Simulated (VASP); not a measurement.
A run of VASP 6.6.1 is set up as follows.

Contents of INCAR:

```
SYSTEM = Au
PREC = Accurate
ENCUT = 600
EDIFF = 1E-6
ISMEAR = -1
SIGMA = 0.05
LREAL = .FALSE.
LASPH = .TRUE.
NELM = 80
ALGO = Normal
ISIF = 3
LWAVE = .FALSE.
LCHARG = .FALSE.
GGA = PS
IBRION = 2
NSW = 40
EDIFFG = -0.01
```

Contents of KPOINTS:

```
Automatic mesh
0
G
  10 10 6
  0 0 0
```

Contents of POSCAR:

```
Au
1.0
    2.9000000000      0.0000000000      0.0000000000
   -1.4500000000      2.5114736710      0.0000000000
    0.0000000000      0.0000000000      4.8800000000
Au
2
Direct
    0.6666666667      0.3333333333      0.2500000000
    0.3333333333      0.6666666667      0.7500000000
```

Potentials or basis: VASP PAW PBE potentials, release 64 (Au).

The run is started by

```sh
$ cat potpaw_PBE.64/Au/POTCAR > POTCAR
$ mpirun -np 1 vasp_std > vasp.out
```

What does it give for the relaxed cell?

a = 2.883 Å, b = 2.883 Å, c = 4.734 Å, α = 90.00°, β = 90.00°, γ = 120.00°.

Estimate the space group after relaxing (to 0.05 Å).

P6_3/mmc (No. 194).

What does it give for the relaxed volume?

17.04 Å³/atom.

Final structure:
```xyz
2
Lattice="2.8827 0.0000 0.0000 -1.4414 2.4965 0.0000 0.0000 0.0000 4.7345" Properties=species:S:1:pos:R:3 pbc="T T T"
Au    1.4414    0.8322    1.1836
Au    0.0000    1.6643    3.5509
```

Caveat: the PAW data sets were made with another functional, which shifts forces and pressure a little. Spin-orbit coupling is left out, which matters for the levels of Au.
